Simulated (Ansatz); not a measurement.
# Structure relaxation of Ga

These are results of Ansatz, DFT r2SCAN, scalar-relativistic, plane waves, PAW, not measurements. Cutoff 500 eV, Γ-centred k mesh, Gaussian smearing, no spin polarisation in the final step.

Ga was placed on the diamond structure type (Fd-3m, No. 227), at a guessed volume.

```yaml
crystal:
  lattice:
    - [0.00000, 2.79810, 2.79810]
    - [2.79810, 0.00000, 2.79810]
    - [2.79810, 2.79810, 0.00000]
  atoms:
    - { symbol: Ga, position: [0.50000, 0.50000, 0.50000] }
    - { symbol: Ga, position: [0.75000, 0.75000, 0.75000] }
```

Cell and atoms relax at zero pressure; the relaxation can't lower the symmetry of the start. After a coarse first stage the cell is made exact in the group found at 0.06 Å.

Energies count from the standard state of Ga at the same level.

Q: Which crystal results?

A: It keeps Fd-3m (No. 227). The result has the diamond structure. Conventional cell: a = 5.772 Å. Around Ga lie 4 Ga at 2.50 Å.

```cif
data_structure
_symmetry_space_group_name_H-M 'Fd-3m:1'
_symmetry_Int_Tables_number 227
_cell_length_a 5.7718
_cell_length_b 5.7718
_cell_length_c 5.7718
_cell_angle_alpha 90.000
_cell_angle_beta 90.000
_cell_angle_gamma 90.000
_cell_volume 192.28
loop_
_atom_site_label
_atom_site_type_symbol
_atom_site_symmetry_multiplicity
_atom_site_Wyckoff_symbol
_atom_site_fract_x
_atom_site_fract_y
_atom_site_fract_z
_atom_site_occupancy
Ga1 Ga 8 a 0.50000 0.00000 0.50000 1
```

Q: What are its volume, energy, density and gap?

A: The volume per atom is 24.03 Å³, the density is 4.82 g/cm³ and the energy over the standard structure is 0.31 eV/atom. The gap on the 16×16×16 mesh is 0 eV (a metal).

The final run used a 16×16×16 mesh on its 2-atom cell and 0.10 eV smearing. For metals, differences of a few meV/atom aren't resolved. A structure relaxed within its symmetry needn't be a true minimum.